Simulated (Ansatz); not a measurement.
A relaxation computed with Ansatz, from input to last step.

```yaml
crystal:
  lattice:
    - [5.0075724652, 0.0, 0.0]
    - [0.0, 6.4279279443, 0.0]
    - [0.0, 0.0, 5.7241510727]
  atoms:
    - { symbol: K, position: [0.75, 0.3333333333, 0.3333333333] }
    - { symbol: K, position: [0.25, 0.6666666667, 0.3333333333] }
    - { symbol: Br, position: [0.75, 0.023486043, 0.6666666667] }
    - { symbol: Br, position: [0.25, 0.976513957, 0.6666666667] }
basis:
  ecutwfc: 420
kpoints:
  mp_grid: { grid: [4, 4, 4] }
hamiltonian:
  xc: pbe
scf:
  occupations: { method: gaussian, width: 0.1 }
  lower_state_search: "off"
output:
  forces: true
  stress: true
  eigenvalues: true
relax:
  adjacent_minimum: "off"
  f_tol: 0.04
  max_steps: 70
  cell: { stress_tol: 0.4 }
```

```bash
ansatz run input.yaml --threads 1 --pin off --max-ram 2560MiB --backend cpu --events-out ev --progress --plain --runs-dir out
```

All numbers below come from DFT PBE, scalar-relativistic, plane waves, PAW (Ansatz 0.2.0).

Of 16 frames 10 are shown, positions in Å and forces in eV/Å; the SCF threshold varies from step to step. Steps run on the plane waves of an earlier cell, with a Pulay correction in the pressure. The basis is chosen afresh for the last frame, the zero of the energies, and at times for earlier ones too; energy and pressure step there, also at an unchanged geometry.

```xyz
4
Lattice="5.0076 0.0000 0.0000 0.0000 6.4279 0.0000 0.0000 0.0000 5.7242" Properties=species:S:1:pos:R:3:forces:R:3 pbc="T T T" step=1 free_energy_over_end_meV_per_atom=1581.45 pressure_GPa=6.94
K     3.7557    2.1426    1.9081    0.0000   -0.0343   -0.8412
K     1.2519    4.2853    1.9081    0.0000    0.0343   -0.8412
Br    3.7557    0.1510    3.8161    0.0000   -0.6617    0.8412
Br    1.2519    6.2770    3.8161    0.0000    0.6617    0.8412
4
Lattice="5.4984 0.0000 0.0000 0.0000 6.5227 0.0000 0.0000 0.0000 5.7095" Properties=species:S:1:pos:R:3:forces:R:3 pbc="T T T" step=3 free_energy_over_end_meV_per_atom=1146.17 pressure_GPa=2.93
K     4.1238    2.0861    1.7988    0.0000   -0.4207   -0.2867
K     1.3746    4.4365    1.7988    0.0000    0.4207   -0.2867
Br    4.1238    0.0573    3.9107    0.0000   -0.3220    0.2867
Br    1.3746    6.4654    3.9107    0.0000    0.3220    0.2867
4
Lattice="5.7425 0.0000 0.0000 0.0000 6.5033 0.0000 0.0000 0.0000 5.6475" Properties=species:S:1:pos:R:3:forces:R:3 pbc="T T T" step=4 free_energy_over_end_meV_per_atom=990.40 pressure_GPa=1.69
K     4.3068    2.0037    1.7388    0.0000   -0.3953   -0.2348
K     1.4356    4.4996    1.7388    0.0000    0.3953   -0.2348
Br    4.3068   -0.0091    3.9087    0.0000   -0.3198    0.2348
Br    1.4356    6.5124    3.9087    0.0000    0.3198    0.2348
4
Lattice="6.2304 0.0000 0.0000 0.0000 6.3811 0.0000 0.0000 0.0000 5.3210" Properties=species:S:1:pos:R:3:forces:R:3 pbc="T T T" step=6 free_energy_over_end_meV_per_atom=669.18 pressure_GPa=0.41
K     4.6728    1.7054    1.5094    0.0000   -0.4227   -0.1473
K     1.5576    4.6757    1.5094    0.0000    0.4227   -0.1473
Br    4.6728   -0.2682    3.8116    0.0000   -0.7927    0.1474
Br    1.5576    6.6494    3.8116    0.0000    0.7927    0.1474
4
Lattice="6.4830 0.0000 0.0000 0.0000 6.2260 0.0000 0.0000 0.0000 4.9825" Properties=species:S:1:pos:R:3:forces:R:3 pbc="T T T" step=8 free_energy_over_end_meV_per_atom=364.64 pressure_GPa=-0.86
K     4.8622    1.4651    1.3477    0.0000   -0.2049   -0.1032
K     1.6207    4.7609    1.3477    0.0000    0.2049   -0.1032
Br    4.8622   -0.6289    3.6349    0.0000   -0.7368    0.1031
Br    1.6207    6.8550    3.6349    0.0000    0.7368    0.1031
4
Lattice="6.4138 0.0000 0.0000 0.0000 6.2419 0.0000 0.0000 0.0000 4.7302" Properties=species:S:1:pos:R:3:forces:R:3 pbc="T T T" step=9 free_energy_over_end_meV_per_atom=255.00 pressure_GPa=-1.15
K     4.8104    1.4327    1.2644    0.0000   -0.1466   -0.0690
K     1.6035    4.8092    1.2644    0.0000    0.1466   -0.0690
Br    4.8104   -0.8240    3.4658    0.0000   -0.6530    0.0689
Br    1.6035    7.0659    3.4658    0.0000    0.6530    0.0689
4
Lattice="6.1631 0.0000 0.0000 0.0000 6.0845 0.0000 0.0000 0.0000 4.3308" Properties=species:S:1:pos:R:3:forces:R:3 pbc="T T T" step=11 free_energy_over_end_meV_per_atom=88.51 pressure_GPa=-1.38
K     4.6223    1.3874    1.1441    0.0000    0.0129   -0.0322
K     1.5408    4.6971    1.1441    0.0000   -0.0129   -0.0322
Br    4.6223   -1.1766    3.1867    0.0000   -0.3795    0.0322
Br    1.5408    7.2611    3.1867    0.0000    0.3795    0.0322
4
Lattice="5.9290 0.0000 0.0000 0.0000 5.5101 0.0000 0.0000 0.0000 4.0517" Properties=species:S:1:pos:R:3:forces:R:3 pbc="T T T" step=13 free_energy_over_end_meV_per_atom=3.72 pressure_GPa=0.03
K     4.4467    1.3648    1.0334    0.0000    0.0467   -0.0247
K     1.4822    4.1453    1.0334    0.0000   -0.0467   -0.0247
Br    4.4467   -1.3339    3.0183    0.0000   -0.1064    0.0247
Br    1.4822    6.8440    3.0183    0.0000    0.1064    0.0247
4
Lattice="5.8974 0.0000 0.0000 0.0000 5.5475 0.0000 0.0000 0.0000 4.0557" Properties=species:S:1:pos:R:3:forces:R:3 pbc="T T T" step=14 free_energy_over_end_meV_per_atom=2.10 pressure_GPa=-0.05
K     4.4230    1.4201    1.0241    0.0000   -0.0569   -0.0116
K     1.4743    4.1274    1.0241    0.0000    0.0569   -0.0116
Br    4.4230   -1.3940    3.0316    0.0000    0.0324    0.0116
Br    1.4743    6.9415    3.0316    0.0000   -0.0324    0.0116
4
Lattice="5.7716 0.0000 0.0000 0.0000 5.6607 0.0000 0.0000 0.0000 4.0472" Properties=species:S:1:pos:R:3:forces:R:3 pbc="T T T" step=16 free_energy_over_end_meV_per_atom=0.00 pressure_GPa=-0.03
K     4.3287    1.4112    1.0153    0.0000    0.0036   -0.0038
K     1.4429    4.2495    1.0153    0.0000   -0.0036   -0.0038
Br    4.3287   -1.4219    3.0319    0.0000    0.0130    0.0038
Br    1.4429    7.0827    3.0319    0.0000   -0.0130    0.0038
```

The start is a random arrangement. At the end the space group is Cmmm (tolerance 0.05 Å).

Time: 2.7 min on 1 thread of Arm Neoverse V1 (shared host), peak memory 0.39 GiB.

The k mesh is coarse.